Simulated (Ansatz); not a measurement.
Crystal: SnSe.

```
Sn Se
1.0
    11.42000    0.00000    0.00000
     0.00000    4.19000    0.00000
     0.00000    0.00000    4.46000
Sn Se
4 4
Direct
  0.87700 0.75000 0.90900
  0.62300 0.25000 0.40900
  0.37700 0.75000 0.59100
  0.12300 0.25000 0.09100
  0.64300 0.75000 0.98400
  0.85700 0.25000 0.48400
  0.14300 0.75000 0.51600
  0.35700 0.25000 0.01600
```

- Program: Ansatz 0.2.0
- Task: relaxation of cell and atoms
- Functional: r2SCAN
- Dispersion: rVV10
- Potentials or basis: Ansatz PAW
- Cutoff: 500 eV (not typed: the program's choice for these potentials)
- k mesh: 3 × 6 × 6
- Occupations: fermi-dirac, width 0.05 eV
- Spin: no spin polarisation

At the start: volume 26.68 Å³/atom.

Question: Where does the relaxation end?

Answer: It ends after 7 steps and the volume is 27.18 Å³/atom (+1.9 %); space group Pnma (No. 62, to 0.05 Å).

Step by step:
```csv
step,energy change (eV),largest force (eV/Å),volume (Å³)
1,0.0000,0.2065,213.41
2,-0.0053,0.0645,221.15
3,-0.0366,0.0533,218.46
4,-0.0536,0.0707,220.10
5,-0.0601,0.0250,217.28
6,-0.0607,0.0078,217.48
7,-0.0609,0.0078,217.48
```

Final structure:
```cif
data_structure
_symmetry_space_group_name_H-M 'P 1'
_symmetry_Int_Tables_number 1
_cell_length_a 11.5460
_cell_length_b 4.1241
_cell_length_c 4.5673
_cell_angle_alpha 90.000
_cell_angle_beta 90.000
_cell_angle_gamma 90.000
_cell_volume 217.48
loop_
_atom_site_label
_atom_site_type_symbol
_atom_site_fract_x
_atom_site_fract_y
_atom_site_fract_z
_atom_site_occupancy
Sn1 Sn 0.88154 0.75000 0.88554 1
Sn2 Sn 0.61846 0.25000 0.38554 1
Sn3 Sn 0.38154 0.75000 0.61446 1
Sn4 Sn 0.11846 0.25000 0.11446 1
Se1 Se 0.64632 0.75000 0.98599 1
Se2 Se 0.85368 0.25000 0.48599 1
Se3 Se 0.14632 0.75000 0.51401 1
Se4 Se 0.35368 0.25000 0.01401 1
```

Caveat: the plane-wave basis is chosen anew once the cell has moved, so the energies of steps on either side of that aren't comparable; the PAW data sets come from PBE, with cores solved anew for the run's functional, which leaves a small shift of forces and pressure.
